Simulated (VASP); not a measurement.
Write the native input for VASP 6.6.1 that does the following.

```
Task                   : relaxation of cell and atoms
Functional             : LDA
Potentials or basis    : VASP PAW LDA potentials, release 64 (Ga_d, N)
Cutoff                 : 600 eV
k mesh                 : 10 × 10 × 10
Occupations            : gaussian, width 0.03 eV
Spin                   : no spin polarisation
Further INCAR settings : ALGO = Normal; EDIFF = 1e-06; IBRION = 2; EDIFFG = -0.01; NSW = 90; ISIF = 3
```

The structure of GaN lies in POSCAR:

```
GaN
1.0
    0.0000000000      2.2535006075      2.2535006075
    2.2535006075      0.0000000000      2.2535006075
    2.2535006075      2.2535006075      0.0000000000
Ga N
1 1
Direct
    0.0000000000      0.0000000000      0.0000000000
    0.7500000000      0.7500000000      0.7500000000
```

The cell is a database's computed one.

These files were run (other wordings do the same):

INCAR

```
PREC = Accurate
ENCUT = 600
EDIFF = 1E-6
ISMEAR = 0
SIGMA = 0.03
LREAL = False
LASPH = True
NELM = 80
ALGO = Normal
ISIF = 3
LWAVE = False
LCHARG = False
IBRION = 2
NSW = 90
EDIFFG = -0.01
```

KPOINTS

```
regular mesh
0
Gamma
  10 10 10
```

Potentials or basis: VASP PAW LDA potentials, release 64 (Ga_d, N).

The run is started by

```sh
$ cat potpaw_LDA.64/Ga_d/POTCAR potpaw_LDA.64/N/POTCAR > POTCAR
$ mpirun -np 1 vasp_std > vasp.out
```

Results of the run:

- Relaxed volume: 11.11 Å³/atom
- Relaxed cell: a = 3.156 Å, b = 3.156 Å, c = 3.156 Å, α = 60.00°, β = 60.00°, γ = 60.00°
- Space group after relaxing (to 0.05 Å): F-43m (No. 216)
- Energy gained by relaxing: 6.0 meV/atom
- Ionic steps: 3
- Pressure after relaxing: 0.0 GPa
- Band gap on the k mesh: 1.94 eV, direct

Wall time 40 s on 1 thread of Intel(R) Xeon(R) Platinum 8488C (Sapphire Rapids), on a shared host, peak memory 0.16 GiB.
